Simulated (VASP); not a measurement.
Input of a VASP 6.6.1 run:

The input INCAR:

```
ALGO = Fast
EDIFF = 1E-7
ENCUT = 420
GGA = PE
ISIF = 2
ISMEAR = 0
ISPIN = 2
ISYM = 0
LASPH = True
LCHARG = False
LEFG = True
LHYPERFINE = True
LORBIT = 11
LREAL = False
LUSENCCL = False
LWAVE = False
MAGMOM = 0 0 0 0 0 0 0 0 0 0 0 0 0 0 0 0 0 0 0 0 0 0 0 0 0 0 0 0 0 0 0 0 0 0 0 0 0 0 0 0 0 0 0 0 0.5 0 0 0 0 0 0 0 0 0 0.5 0 0 0 0 0 0 0 0
NELECT = 255
NELM = 100
NGYROMAG = 3.0777 10.7084
NUPDOWN = 1
PREC = Accurate
QUAD_EFG = 20.44 0
SIGMA = 0.01
```

File KPOINTS:

```
k-points
0
Gamma
  1 1 1
```

POSCAR

```
C61N2
1.0
    7.1440000000      0.0000000000      0.0000000000
    0.0000000000      7.1440000000      0.0000000000
    0.0000000000      0.0000000000      7.1440000000
N C
2 61
Direct
    0.1372321000      0.1374644000      0.1374644000
    0.1372321000      0.8625356000      0.8625356000
    0.0054726000      0.2494099000      0.2494099000
    0.1245483000      0.3765287000      0.3765287000
    0.2491870000      0.0060482000      0.2491286000
    0.3760976000      0.1250501000      0.3765649000
    0.2491870000      0.2491288000      0.0060482000
    0.3760976000      0.3765649000      0.1250501000
    0.9997465000      0.0000000000      0.5000000000
    0.1233505000      0.1225118000      0.6276655000
    0.9975992000      0.2459111000      0.7540889000
    0.1233505000      0.3723345000      0.8774882000
    0.2491870000      0.9939518000      0.7508714000
    0.3720496000      0.1221761000      0.8778240000
    0.2497270000      0.2492378000      0.5019246000
    0.3745274000      0.3741950000      0.6258050000
    0.9997465000      0.5000000000      1.0000000000
    0.1233505000      0.6276655000      0.1225118000
    0.9975992000      0.7540889000      0.2459111000
    0.1233505000      0.8774882000      0.3723345000
    0.2497270000      0.5019246000      0.2492378000
    0.3745274000      0.6258050000      0.3741950000
    0.2491870000      0.7508712000      0.9939518000
    0.3720496000      0.8778239000      0.1221761000
    0.9997170000      0.5000000000      0.5000000000
    0.1245483000      0.6234713000      0.6234713000
    0.0054726000      0.7505901000      0.7505901000
    0.2497270000      0.4980754000      0.7507622000
    0.3760976000      0.6234351000      0.8749499000
    0.2497270000      0.7507622000      0.4980754000
    0.3760976000      0.8749499000      0.6234351000
    0.5001733000      1.0000000000      0.0000000000
    0.6254199000      0.1248861000      0.1248861000
    0.5008679000      0.2502151000      0.2502151000
    0.6257256000      0.3748477000      0.3748477000
    0.7505510000      0.9980469000      0.2483586000
    0.8768170000      0.1236797000      0.3729489000
    0.7505510000      0.2483586000      0.9980469000
    0.8768170000      0.3729489000      0.1236797000
    0.4995409000      0.0000000000      0.5000000000
    0.6235510000      0.1238294000      0.6237808000
    0.4985677000      0.2491934000      0.7508066000
    0.6235510000      0.3762192000      0.8761706000
    0.7505510000      0.0019531000      0.7516414000
    0.8627391000      0.1329152000      0.8670848000
    0.7508805000      0.2497196000      0.4992420000
    0.8756022000      0.3753445000      0.6246555000
    0.4995409000      0.5000000000      0.0000000000
    0.6235510000      0.6237808000      0.1238294000
    0.4985677000      0.7508066000      0.2491934000
    0.6235510000      0.8761706000      0.3762192000
    0.7508805000      0.4992420000      0.2497196000
    0.8756022000      0.6246555000      0.3753445000
    0.7505510000      0.7516414000      0.0019531000
    0.8627391000      0.8670848000      0.1329152000
    0.5001846000      0.5000000000      0.5000000000
    0.6257256000      0.6251523000      0.6251523000
    0.5008679000      0.7497849000      0.7497849000
    0.6254199000      0.8751139000      0.8751139000
    0.7508805000      0.5007580000      0.7502804000
    0.8768170000      0.6270511000      0.8763203000
    0.7508805000      0.7502804000      0.5007580000
    0.8768170000      0.8763203000      0.6270511000
```

Potentials or basis: VASP PAW PBE potentials, release 64 (N, C).

Run with:

```console
$ cat potpaw_PBE.64/N/POTCAR potpaw_PBE.64/C/POTCAR > POTCAR
$ mpirun -np 1 vasp_std > vasp.out
```

(1) What does it give for the largest force?

Results:

(1) 0.006 eV/Å.

Caveat: the cell carries a net charge on a neutralising background, which shifts energy and pressure; the total moment is fixed, so each spin has its own Fermi level.
